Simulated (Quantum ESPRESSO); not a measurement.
Write the native input for Quantum ESPRESSO 7.5 that does the following.

```
Task                : projected density of states
Functional          : PBEsol
Potentials or basis : GBRV 1.5 PBEsol
Cutoff              : 762 eV
Density cutoff      : 6095 eV
k mesh              : 4 × 4 × 4
Occupations         : fermi-dirac, width 0.05 eV
Spin                : non-collinear spin, random start
Starting moments    : [[1.67, 0.104, -0.35], [-0.0, -0.0, 0.0]] μB
Hubbard terms       : Co d U = 5.3 eV
Mixing beta         : 0.3
Most SCF iterations : 120
SCF threshold       : 4e-10 Ry
Dos occupations     : tetrahedra_opt
```

The system is CoO.

```
CELL_PARAMETERS angstrom
1.60222 0.92504 2.56647
-1.60222 0.92504 2.56647
0.00000 -1.85008 2.56647
ATOMIC_POSITIONS crystal
Co 0.99898 0.99898 0.99898
O 0.75102 0.75102 0.75102
```

Measurements of this composition are mostly on another form, of space group No. 225.

The input as run:

pw.in

```
&CONTROL
  calculation = 'scf'
  prefix = 'pwscf'
  outdir = './tmp'
  pseudo_dir = './pseudo'
  tprnfor = .true.
  tstress = .true.
  disk_io = 'low'
/
&SYSTEM
  ibrav = 0
  celldm(1) = 8
  nat = 2
  ntyp = 2
  ecutwfc = 56
  ecutrho = 448
  nbnd = 42
  occupations = 'smearing'
  smearing = 'fd'
  degauss = 0.00367493
  noncolin = .true.
  starting_magnetization(1) = 0.1006
  angle1(1) = 101.81
  angle2(1) = 3.56
  starting_magnetization(2) = 0
/
&ELECTRONS
  conv_thr = 4d-10
  electron_maxstep = 120
  mixing_beta = 0.3
/
ATOMIC_SPECIES
Co    58.9332 co_pbesol_v1.2.uspp.F.UPF
O     15.9990 o_pbesol_v1.2.uspp.F.UPF
CELL_PARAMETERS alat
  0.3784695865318   0.2185095176627   0.6062408861864
 -0.3784695865318   0.2185095176627   0.6062408861864
  0.0000000000000  -0.4370190353254   0.6062408861864
ATOMIC_POSITIONS crystal
Co     0.9989783200    0.9989783200    0.9989783200
O      0.7510210300    0.7510210300    0.7510210300
K_POINTS automatic
4 4 4 0 0 0
HUBBARD {ortho-atomic}
U Co-3d 5.3
```

nscf.in

```
&CONTROL
  calculation = 'nscf'
  prefix = 'pwscf'
  outdir = './tmp'
  pseudo_dir = './pseudo'
  disk_io = 'low'
/
&SYSTEM
  ibrav = 0
  celldm(1) = 8
  nat = 2
  ntyp = 2
  ecutwfc = 56
  ecutrho = 448
  nbnd = 42
  occupations = 'tetrahedra_opt'
  noncolin = .true.
  starting_magnetization(1) = 0.1006
  angle1(1) = 101.81
  angle2(1) = 3.56
  starting_magnetization(2) = 0
/
&ELECTRONS
  conv_thr = 1d-08
  electron_maxstep = 120
  mixing_beta = 0.3
  startingwfc = 'random'
/
ATOMIC_SPECIES
Co    58.9332 co_pbesol_v1.2.uspp.F.UPF
O     15.9990 o_pbesol_v1.2.uspp.F.UPF
CELL_PARAMETERS alat
  0.3784695865318   0.2185095176627   0.6062408861864
 -0.3784695865318   0.2185095176627   0.6062408861864
  0.0000000000000  -0.4370190353254   0.6062408861864
ATOMIC_POSITIONS crystal
Co     0.9989783200    0.9989783200    0.9989783200
O      0.7510210300    0.7510210300    0.7510210300
K_POINTS automatic
6 6 6 0 0 0
HUBBARD {ortho-atomic}
U Co-3d 5.3
```

projwfc.in

```
&PROJWFC
  prefix = 'pwscf'
  outdir = './tmp'
  filpdos = 'p'
  Emin = -4
  Emax = 21
  DeltaE = 0.05
/
```

Potentials or basis: GBRV 1.5 PBEsol.

Command:

```console
$ OMP_NUM_THREADS=1 mpirun -n 2 pw.x -nk 2 -in pw.in > pw.out
$ OMP_NUM_THREADS=1 mpirun -n 2 pw.x -nk 2 -in nscf.in > nscf.out
$ OMP_NUM_THREADS=1 mpirun -n 1 projwfc.x -in projwfc.in > projwfc.out
```

Results of the run:

```json
{"Pressure": "11.0 GPa", "Largest force": "0.447 eV/Å", "Band gap on the k mesh": "0.45 eV, direct", "Net moment": "3.00 μB per cell", "Absolute moment": "3.01 μB per cell", "Loewdin charges": "Co +0.41; O -0.38 e"}
```

Caveat: the k mesh is coarse (spacing up to 0.60 Å⁻¹), so the values aren't converged; non-collinear GGA energies in this program can be off by tens of meV an atom and hang on the start; a cell with one magnetic atom can't hold antiferromagnetic order, which such compounds often take.

It took 86 s on 2 MPI ranks on AMD EPYC 9R45 96-Core Processor (Zen 5), with other jobs on the host, peak memory 0.52 GiB a rank.
